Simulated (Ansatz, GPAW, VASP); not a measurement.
## NiO: programs and potentials compared

```
Ni O
1.0
     0.00000    2.08590    2.08590
     2.08590    0.00000    2.08590
     2.08590    2.08590    0.00000
Ni O
1 1
Direct
  0.00000 0.00000 0.00000
  0.50000 0.50000 0.50000
```

Alike in all runs: task single point; functional PBE; k mesh 11 × 11 × 11; occupations gaussian, width 0.014 eV; collinear spin, ferromagnetic start; no spin-orbit coupling. The measured crystal is an antiferromagnetic insulator; the state found here is the runs' own. Pressure is positive in compression and, in plane waves, holds the error of the finite cutoff.

```
                        program and potentials  plane-wave cutoff (eV)                                                                                 notes  pressure (GPa)  net moment per atom (μB)
    GPAW, GPAW PAW data sets (gpaw-data 1.2.1)                     800  11 valence electrons an atom on average; this data set often lies off other programs           10.22                      0.89
Ansatz, all-electron LAPW, scalar-relativistic                       -                                                                                     -            6.62                      0.91
             VASP, PBE PAW files Ni, O, 520 eV                     520                                                8 valence electrons an atom on average            6.11                      0.89
```

The pressure spans 6.11 (VASP, PBE PAW files Ni, O, 520 eV) to 10.22 GPa (GPAW, GPAW PAW data sets (gpaw-data 1.2.1)), with all-electron results at 6.62. The net moment per atom spans 0.89 (VASP, PBE PAW files Ni, O, 520 eV) to 0.91 μB (Ansatz, all-electron LAPW, scalar-relativistic), with all-electron results at 0.91. The state is the one that the start led to, which needn't be the lowest.

Differences between rows come from potentials, basis sets and numerical settings, since the functional is the same but for its coding. Runs on potential files found faulty are left out.
